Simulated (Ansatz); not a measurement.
An ideal cubic perovskite cell is held by its symmetry; such compounds can tilt or shift off centre at room temperature.

The decay constant κ of evanescent states in the gap governs leakage through a thin film.

Data:

```
CsPbI3
1.0
    6.27514     0.00000     0.00000
    0.00000     6.27514     0.00000
    0.00000     0.00000     6.27514
Cs Pb I
1 1 3
Direct
  0.50000   0.50000   0.50000
  0.00000   0.00000   0.00000
  0.00000   0.00000   0.50000
  0.50000   0.00000   0.00000
  0.00000   0.50000   0.00000
```

The cell is taken as given; by r2SCAN it stands under a pressure of 0.5 GPa.

Transport runs along the normal of the first two printed cell vectors, the (001) plane of the conventional cell.

The gap is the functional's own, uncorrected, and κ follows it; spin-orbit coupling is left out. Mid-gap means the computed energy nearest the middle.

Q: Estimate the band gap and the smallest decay constant κ at mid-gap that r2SCAN in Ansatz (an electronic-structure program) returns for this system.

A: Gap 1.61 eV on a 6×6×6 mesh; κ = 0.093 1/Å, at (0.500, 0.500) of the in-plane reciprocal vectors. At the zone centre the slowest state has κ = 0.15 1/Å.
